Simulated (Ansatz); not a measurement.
# ZnO: the cost of one run

Method: DFT PBE, scalar-relativistic, plane waves, PAW, in Ansatz 0.2.0.

4 further runs of the same task are left out: 4 set aside as unsound or not needed.

## Step 1: The system as given

The cell holds 35 atoms (O18Zn17): a = 7.764 Å, b = 7.764 Å, c = 7.764 Å, α = 78.63°, β = 78.63°, γ = 78.63°.

The coordinates of this cell stand in the input of its own run.

The host was relaxed before at PBE: a = 3.279 Å, b = 3.279 Å, c = 5.293 Å, α = 90.00°, β = 90.00°, γ = 120.00° (conventional cell), 12.325 Å³/atom.

Places, in fractions of the supercell: a vacancy on Zn at (0.278, 0.611, 0.611). Its neighbours start displaced at random by about 0.03 Å.

## Step 2: Band edges of the host over the zone

File input.yaml:

```yaml
crystal:
  lattice:
    - [3.2793875128, 0.0, 0.0]
    - [-1.6396937564, 2.840032895, 0.0]
    - [0.0, 0.0, 5.2931776442]
  atoms:
    - { symbol: Zn, position: [0.6666666667, 0.3333333333, 0.5006021939] }
    - { symbol: Zn, position: [0.3333333333, 0.6666666667, 0.0006021939] }
    - { symbol: O, position: [0.6666666667, 0.3333333333, 0.8797078061] }
    - { symbol: O, position: [0.3333333333, 0.6666666667, 0.3797078061] }
basis:
  ecutwfc: 420
  xc_grid: 2
kpoints:
  mp_grid: { grid: [9, 9, 6] }
  band_path: { path: [VBM, CBM], npoints: 2 }
hamiltonian:
  xc: pbe
scf:
  occupations: { method: gaussian, width: 0.02 }
output:
  forces: true
  stress: true
  eigenvalues: true
```

On the command line:

```
$ ansatz run input.yaml --threads 8 --pin off --max-ram 16384MiB --backend cpu --events-out ev --progress --plain --runs-dir out
```

Q: Estimate wall time and peak memory on 8 threads of Arm Neoverse V1, shared host.

About 1.9 s, with a peak of 0.45 GiB.
